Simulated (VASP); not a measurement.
Crystal: Hf.

```xyz
1
Lattice="-1.8050 1.8050 1.8050 1.8050 -1.8050 1.8050 1.8050 1.8050 -1.8050" Properties=species:S:1:pos:R:3 pbc="T T T"
Hf    0.0000    0.0000    0.0000
```

This isn't the form of Hf at room conditions, which is hcp.

Base run:

- Program: VASP 6.6.1
- Functional: PBE
- Potentials or basis: VASP PAW PBE potentials, release 64 (Hf_pv)
- Cutoff: 520 eV
- k mesh: 9 × 9 × 9
- Occupations: fermi-dirac, width 0.1 eV
- Spin: no spin polarisation

Its results: band gap on the k mesh none (metal or under the smearing width); pressure -4.9 GPa.

Task: The run is repeated on the same cell with these changes: k mesh from 9 × 9 × 9 to 5 × 5 × 5. What comes out?

Result: Band gap on the k mesh none (metal or under the smearing width); pressure -6.4 GPa.

Caveats: some runs use coarse meshes.
